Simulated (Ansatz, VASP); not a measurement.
Pt in VASP and in Ansatz

```xyz
1
Lattice="0.0000 1.9476 1.9476 1.9476 0.0000 1.9476 1.9476 1.9476 0.0000" Properties=species:S:1:pos:R:3 pbc="T T T"
Pt    0.0000    0.0000    0.0000
```

Alike in both runs: functional LDA; k mesh 24 × 24 × 24; occupations fermi-dirac, width 0.1 eV; no spin polarisation.

Ansatz relaxed the structure, and its values are those at the end. VASP's run is a single point on that final structure, the one shown.

```csv
,VASP,Ansatz
version,VASP 6.6.1,Ansatz 0.2.0
potentials or method,"VASP PAW LDA potentials, release 64 (Pt)","PAW with Ansatz's default frozen-core files, scalar-relativistic"
plane-wave cutoff (eV),520,420
valence electrons in the cell,10,18
```

```tsv
	VASP	Ansatz	Ansatz less VASP
pressure (GPa)	0.8	0.0	-0.76
```

The two sets of potentials don't hold the same shells in valence.

Spin-orbit coupling is left out, which matters for the levels of Pt.
